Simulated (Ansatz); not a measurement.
# InAs: the cost of one run

Method: DFT PBE, scalar-relativistic, plane waves, PAW, in Ansatz 0.2.0.

## (1) The structure to begin with

Symmetry: Fd-3m, No. 227, cubic system. The conventional cell has a = 7.790 Å, b = 7.790 Å, c = 7.790 Å, α = 90.00°, β = 90.00°, γ = 90.00°. Around In (site symmetry -43m) lie 4 In at 3.37 Å and 4 As at 3.37 Å. Around As (site symmetry -43m) lie 4 In at 3.37 Å and 4 As at 3.37 Å.

Structure file:

```cif
data_structure
_symmetry_space_group_name_H-M 'P 1'
_symmetry_Int_Tables_number 1
_cell_length_a 5.5086
_cell_length_b 5.5086
_cell_length_c 5.5086
_cell_angle_alpha 60.000
_cell_angle_beta 60.000
_cell_angle_gamma 60.000
_cell_volume 118.20
loop_
_atom_site_label
_atom_site_type_symbol
_atom_site_fract_x
_atom_site_fract_y
_atom_site_fract_z
_atom_site_occupancy
In1 In 0.50000 0.50000 0.50000 1
In2 In 0.75000 0.75000 0.75000 1
As1 As 0.00000 0.00000 0.00000 1
As2 As 0.25000 0.25000 0.25000 1
```

This is candidate A: NaTl (B32) type (Fd-3m, No. 227).

(A quick probe on a coarse mesh, which set the mesh and smearing, is not shown.)

## (3) A loose first relaxation (candidate A)

Input file input.yaml:

```yaml
crystal:
  lattice:
    - [0.0, 3.8951858583, 3.8951858583]
    - [3.8951858583, 0.0, 3.8951858583]
    - [3.8951858583, 3.8951858583, 0.0]
  atoms:
    - { symbol: In, position: [0.5, 0.5, 0.5] }
    - { symbol: In, position: [0.75, 0.75, 0.75] }
    - { symbol: As, position: [0.0, 0.0, 0.0] }
    - { symbol: As, position: [0.25, 0.25, 0.25] }
basis:
  ecutwfc: 420
kpoints:
  mp_grid: { grid: [4, 4, 4] }
hamiltonian:
  xc: pbe
scf:
  occupations: { method: gaussian, width: 0.1 }
  lower_state_search: "off"
output:
  forces: true
  stress: true
  eigenvalues: true
relax:
  adjacent_minimum: "off"
  f_tol: 0.04
  max_steps: 70
  cell: { stress_tol: 0.4 }
```

The run is started by

```console
ansatz run input.yaml --threads 1 --pin off --max-ram 2560MiB --backend cpu --events-out ev --progress --plain --runs-dir out
```

Q: Estimate wall time and peak memory on 1 thread of Intel Xeon Platinum 8375C at 2.90GHz (Ice Lake), shared host.

About 12 s, with a peak of 0.45 GiB.
